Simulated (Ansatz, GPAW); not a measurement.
# One calculation of WC, 3 ways

```xyz
2
Lattice="2.9065 0.0000 0.0000 -1.4532 2.5171 0.0000 0.0000 0.0000 2.8366" Properties=species:S:1:pos:R:3 pbc="T T T"
W     0.0000    0.0000    0.0000
C     1.4533    0.8390    1.4183
```

Alike in all runs: task single point; functional PBE; k mesh 10 × 10 × 9; occupations gaussian, width 0.05 eV; no spin polarisation; no spin-orbit coupling. Pressure is positive in compression and, in plane waves, holds the error of the finite cutoff, which Ansatz's Pulay term estimates and takes out.

```tsv
program and potentials	plane-wave cutoff (eV)	notes	pressure (GPa)
Ansatz, Ansatz PAW	420	-	?
GPAW, GPAW PAW data sets (gpaw-data 1.2.1)	800	-	5.36
Ansatz, all-electron LAPW, scalar-relativistic	-	-	5.69
```

Problem. Estimate from the other rows what the run with Ansatz, Ansatz PAW gave.

Solution. Pressure 5.60 GPa. Its pressure holds a Pulay term of +0.31 GPa. The other rows, which needn't bracket it: pressure 5.36 to 5.69.
